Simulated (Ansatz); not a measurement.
# Sb: strong compression

The task here is to estimate one member of a computed series from the others.

Method: DFT, PBE, PAW with Ansatz's default frozen-core files, scalar-relativistic, in Ansatz 0.2.0.

### The structure to begin with

It takes space group P6/mmm (No. 191, hexagonal). Conventional cell: a = 3.295 Å, b = 3.295 Å, c = 3.097 Å, α = 90.00°, β = 90.00°, γ = 120.00°. Sb (site symmetry 6/mmm) is surrounded by 8 Sb at 3.10 to 3.29 Å.

As a file:

```
Sb
1.0
     3.29492    0.00000    0.00000
    -1.64746    2.85348    0.00000
     0.00000    0.00000    3.09722
Sb
1
Direct
  0.00000 0.00000 0.00000
```

Whether this phase is the stable one at these pressures isn't tested.

Set-up of the first run:

input.yaml

```yaml
crystal:
  lattice:
    - [3.2949156045, 0.0, 0.0]
    - [-1.6474578022, 2.8534806168, 0.0]
    - [0.0, 0.0, 3.0972206682]
  atoms:
    - { symbol: Sb, position: [0.0, 0.0, 0.0] }
kpoints:
  mp_grid: { grid: [13, 13, 12] }
scf:
  occupations: { method: fermi_dirac, width: 0.05 }
hamiltonian:
  xc: pbe
  pseudopotentials: { kind: paw }
output:
  forces: true
  stress: true
  write_density: true
  write_potential: true
  elf: true
  volumetric_format: npy
relax:
  f_tol: 0.005
  max_steps: 40
  cell: {}
```

Launch:

```sh
> ansatz run input.yaml --threads 1 --pin off --max-ram 2048MiB --backend cpu --events-out ev --progress --plain --runs-dir out
```

Steps of the session up to this table: Cell relaxed at zero pressure, PAW; Volume scaled by 1, PAW; Shape and atoms relaxed at 0.9 of the volume, PAW; Volume scaled by 0.9, PAW; Shape and atoms relaxed at 0.8 of the volume, PAW; Volume scaled by 0.8, PAW; Shape and atoms relaxed at 0.7 of the volume, PAW; Volume scaled by 0.7, PAW; Shape and atoms relaxed at 0.6 of the volume, PAW; Volume scaled by 0.6, PAW; Shape and atoms relaxed at 0.5 of the volume, PAW; Volume scaled by 0.5, PAW; Volume scaled by 0.5, PAW (cutoff 800 eV); Shape and atoms relaxed at 0.4 of the volume, PAW; Volume scaled by 0.4, PAW; Volume scaled by 0.4, PAW (cutoff 250 eV).

One of the session's tables, all rows but one given; the rest of the session is left out.

```
             method  volume over the first  volume (Å³/atom)  pressure (GPa)
                PAW                      1            29.159            0.02
                PAW                    0.9            26.243            7.63
                PAW                    0.8            23.327           20.92
                PAW                    0.7                 ?               ?
                PAW                    0.6            17.495           91.87
                PAW                    0.5            14.579          188.50
                PAW                    0.4            11.663          409.65
PAW (cutoff 250 eV)                    0.4            11.663          417.33
PAW (cutoff 800 eV)                    0.5            14.579          188.46
```

Estimate the missing values for PAW, 0.7.

As computed: volume (Å³/atom): 20.411; pressure (GPa): 44.92. In the column «volume (Å³/atom)» it lies between PAW, 0.6 (17.495) and PAW, 0.8 (23.327).

Limits of these values: Warnings in the runs' records: cutoff below recommended.
